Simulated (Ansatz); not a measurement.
Si: energy change per atom and pressure as volume scale varies

Results calculated with Ansatz 0.2.0, not measured. Plane-wave DFT, scalar-relativistic PAW made under PBE with cores redone for the functional, no dispersion; the given relaxed cell is scaled uniformly, energy at zero smearing counts from the unscaled cell, pressure at the given Fermi-Dirac smearing is positive in compression.

The cell before it is scaled or strained (space group Pm-3m, No. 221):
```
CELL_PARAMETERS angstrom
2.53880 0.00000 0.00000
0.00000 2.53880 0.00000
0.00000 0.00000 2.53880
ATOMIC_POSITIONS crystal
Si 0.00000 0.00000 0.00000
```

Settings of every row: spin polarised no; functional revPBE; wave cutoff 420 eV; smearing width 0.1 eV; k mesh 14x14x14.

Atom starting moment: 0 on all atoms.

Limits: the cell comes from a prototype or a list of computed structures and needn't be the stable phase.

```csv
row,volume scale,V (Å³/atom),energy change per atom (meV),pressure (GPa)
1,0.88,14.4,97.67,17.39
2,0.92,15.055,41.11,10.47
3,0.96,15.709,10.2,4.88
4,1.04,17.018,6.41,-3.25
5,1.08,17.673,?,?
6,1.12,18.328,56.41,-8.47
```

Question: what energy change per atom and pressure should row 5 give?

Worked fit of energy change per atom. Take u = (V_r/V)^(2/3) − 1 with V_r = 15.709 Å³ an atom, which is twice the finite (Eulerian) strain; such expansions in the strain, on which the Birch-Murnaghan equation of state is built, carry the rest volume and the bulk modulus. The shown rows have u = 0.05972, 0.02875, 0, -0.05196, -0.09769. Least squares give energy change per atom = 10.452 + 724.49 × u + 12254.2 × u² meV; a straight line predicts inner rows, each left out in turn, worse (root mean square 35 against 0.67 meV). The rows lie off it by 0.25, -0.30, -0.25, 0.52, -0.21 (root mean square 0.33 meV). The withheld row has u = -0.07553, so the fit gives 10.452 + 724.49 × (-0.07553) + 12254.2 × (-0.07553)² = 25.64 meV.

The calculation gave 26.11 meV. The fit lies 0.47 meV (1.8 % of the value, 0.52 % of the column's range) below it; its largest miss of a shown row is 0.52 meV.

Worked fit of pressure. Take u = (V_r/V)^(2/3) − 1 with V_r = 15.709 Å³ an atom, which is twice the finite (Eulerian) strain; such expansions in the strain, on which the Birch-Murnaghan equation of state is built, carry the rest volume and the bulk modulus. The shown rows have u = 0.05972, 0.02875, 0, -0.05196, -0.09769. Least squares give pressure = 4.899 + 181.45 × u + 458.3 × u² GPa; a straight line predicts inner rows, each left out in turn, worse (root mean square 1.3 against 0.053 GPa). The rows lie off it by 0.02, -0.02, -0.02, 0.04, -0.02. The pressure vanishes at u = -0.0291, or V = 16.42 Å³ an atom, and there the bulk modulus at fixed shape and fractions is B = −V dP/dV = (2/3)(1 + u) dP/du = 100 GPa. The withheld row has u = -0.07553, so the fit gives 4.899 + 181.45 × (-0.07553) + 458.3 × (-0.07553)² = -6.19 GPa.

The calculation gave -6.15 GPa. The fit lies 0.04 GPa (0.15 % of the column's range) below it; its largest miss of a shown row is 0.04 GPa.
